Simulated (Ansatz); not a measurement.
# Phonons of AlN (P6_3/mmc) against volume, part 2 of 2

Does AlN (P6_3/mmc) expand much on heating, by its phonons?

Ansatz 0.2.0; DFT LDA, scalar-relativistic, plane waves, PAW; PAW set soft_1.

So far, highest frequency on the path or at a solved wavevector (cm⁻¹): step 2 (response at finite wavevector) 935; step 4 (phonons at the other volume, volume ratio 0.97) 963; step 6 (phonons at the other volume, volume ratio 1.03) 910.

### Step 7. Grüneisen parameters

The Grüneisen parameter of a mode is minus the logarithmic change of its frequency with volume, −d ln ω / d ln V; weighted by heat capacity it gives the expansion.

This step gave:

| Property | Result |
| --- | --- |
| bulk modulus | 223.6 GPa |

Phonon branches along the path, in cm⁻¹:

```
    point  branch 1  branch 2  branch 3  branch 4  branch 9  branch 10  branch 11  branch 12
        Γ         0         0         0       286       688        702        702        935
  halfway       123       194       287       359       666        702        712        883
        M       171       275       350       426       631        722        739        767
  halfway       231       286       340       452       644        716        730        766
        K       285       314       314       469       652        715        715        764
  halfway       167       214       312       382       667        703        711        864
        Γ         0         0         0       286       688        702        702        935
  halfway       150       150       188       322       691        696        696        779
        A       264       264       264       264       687        687        728        728
  halfway       260       260       311       311       684        684        798        798
        L       291       291       344       344       683        683        749        749
  halfway       279       279       380       380       699        699        742        742
        H       278       278       400       400       715        715        728        728
  halfway       257       257       333       333       688        688        795        795
        A       264       264       264       264       687        687        728        728
jump to L       291       291       344       344       683        683        749        749
  halfway       245       274       329       406       650        710        750        765
        M       171       275       350       426       631        722        739        767
jump to H       278       278       400       400       715        715        728        728
  halfway       293       293       345       447       672        726        726        751
        K       285       314       314       469       652        715        715        764
```

The same for volume x 0.97:

```
point  branch 1  branch 2  branch 3  branch 4  branch 9  branch 10  branch 11  branch 12
    Γ         0         0         0       344       718        733        733        963
    M       163       296       374       435       661        754        764        789
    K       281       338       338       487       682        739        739        794
    Γ         0         0         0       344       718        733        733        963
    A       270       270       270       270       716        716        753        753
    L       313       313       348       348       714        714        776        776
    H       299       299       430       430       745        745        755        755
    A       270       270       270       270       716        716        753        753
    L       313       313       348       348       714        714        776        776
    M       163       296       374       435       661        754        764        789
    H       299       299       430       430       745        745        755        755
    K       281       338       338       487       682        739        739        794
```

The same for volume x 1.03:

```
point  branch 1  branch 2  branch 3  branch 4  branch 9  branch 10  branch 11  branch 12
    Γ         0         0         0       217       662        674        674        910
    M       178       248       320       418       605        693        716        747
    K       285       285       289       454       626        694        694        737
    Γ         0         0         0       217       662        674        674        910
    A       258       258       258       258       661        661        703        703
    L       270       270       340       340       655        655        724        724
    H       257       257       371       371       689        689        702        702
    A       258       258       258       258       661        661        703        703
    L       270       270       340       340       655        655        724        724
    M       178       248       320       418       605        693        716        747
    H       257       257       371       371       689        689        702        702
    K       285       285       289       454       626        694        694        737
```

Mode Grueneisen parameter -dln(w)/dln(V), modes matched by rank; at Γ the acoustic branches take the value of a neighbouring point of the path. The mode Grüneisen parameters at the labelled points ():

```
    point  branch 1  branch 2  branch 3  branch 4  branch 9  branch 10  branch 11  branch 12
        Γ     -1.28      0.55      0.99      7.66      1.37       1.40       1.40       0.94
  halfway     -1.38      2.21      0.96      3.16      1.35       1.28       1.39       0.94
        M     -1.46      2.96      2.62      0.68      1.48       1.40       1.09       0.91
  halfway     -0.61      2.94      2.67      0.77      1.44       1.21       1.08       1.08
        K     -0.25      2.83      2.61      1.18      1.42       1.04       1.04       1.24
  halfway     -0.77      2.53      1.00      2.79      1.35       1.22       1.42       0.94
        Γ     -1.30      0.58      1.00      7.66      1.37       1.40       1.40       0.94
  halfway      0.68      0.68      3.01      0.77      1.24       1.38       1.38       1.28
        A      0.73      0.73      0.73      0.73      1.33       1.33       1.15       1.15
  halfway      2.83      2.83      0.54      0.54      1.38       1.38       1.09       1.09
        L      2.45      2.45      0.41      0.41      1.43       1.43       1.16       1.16
  halfway      2.51      2.51      0.97      0.97      1.35       1.35       1.18       1.18
        H      2.55      2.55      2.49      2.49      1.30       1.30       1.22       1.22
  halfway      2.90      2.90      0.67      0.67      1.38       1.38       1.09       1.09
        A      0.73      0.73      0.73      0.73      1.33       1.33       1.15       1.15
jump to L      2.45      2.45      0.41      0.41      1.43       1.43       1.16       1.16
  halfway     -0.20      2.16      2.60      1.13      1.46       1.41       1.18       0.99
        M     -1.46      2.96      2.62      0.68      1.48       1.40       1.09       0.91
jump to H      2.55      2.55      2.49      2.49      1.30       1.30       1.22       1.22
  halfway      2.61      2.61      0.06      2.34      1.38       1.16       1.16       1.25
        K     -0.25      2.83      2.61      1.18      1.42       1.04       1.04       1.24
```

(dS/dlnV)/C_V. Table of thermodynamic Grueneisen parameter by temperature:

```
temperature (K)  thermodynamic Grueneisen parameter
             50                               0.999
            100                                1.42
            150                                1.49
            200                                1.49
            250                                1.48
            300                                1.46
            350                                1.46
            400                                1.45
            450                                1.45
            500                                1.44
            550                                1.44
            600                                1.44
            650                                1.43
            700                                1.43
            750                                1.43
            800                                1.43
            850                                1.43
            900                                1.43
            950                                1.43
           1000                                1.43
```

Gamma C_V/(B V) at the static volume. The volume expansion by temperature:

```
temperature (K)  volume expansion (1e-6/K)
             50                       0.32
            100                       3.29
            150                       7.73
            200                       11.8
            250                       15.2
            300                       17.8
            350                       19.7
            400                       21.2
            450                       22.3
            500                       23.2
            550                       23.9
            600                       24.4
            650                       24.9
            700                       25.2
            750                       25.5
            800                       25.7
            850                       25.9
            900                       26.1
            950                       26.3
           1000                       26.4
```

### Step 8. Outcome

```json
{
 "bulk modulus": "224 GPa",
 "gap deformation potential": "-7.69 eV",
 "thermodynamic Grüneisen parameter at 300 K": "1.464",
 "volume expansion at 300 K, estimated": "17.77 × 10⁻⁶ K⁻¹"
}
```

**Reading.** By this estimate the volume grows by 17.8 × 10⁻⁶ per kelvin at 300 K. Without the field, the highest optical mode at Γ goes from 733 to 674 cm⁻¹ as the cell grows, a Grüneisen parameter of 1.40. Mode parameters on the path run from -1.5 to 7.7, with a median of 1.3. Modes with negative values stiffen as the cell grows and pull against the expansion. Branches are matched by rank, so values near crossings are rough. The expansion is the Grüneisen estimate at the static volume, with the static bulk modulus. The program warns that the interpolation holds no quadrupole term, so branches close to Γ can be off in this crystal. The PAW files were made for PBE and serve the other functionals too.

[Logs are printed without paths, hosts, clocks, repeated set-up lines and the standing remarks that a program may print on its own settings, such as how far it seeks lower states.]

[Hosts, paths, dates, database ids (printed as entryN), source tags and the programs' standing remarks are cut or masked in the printed files.]
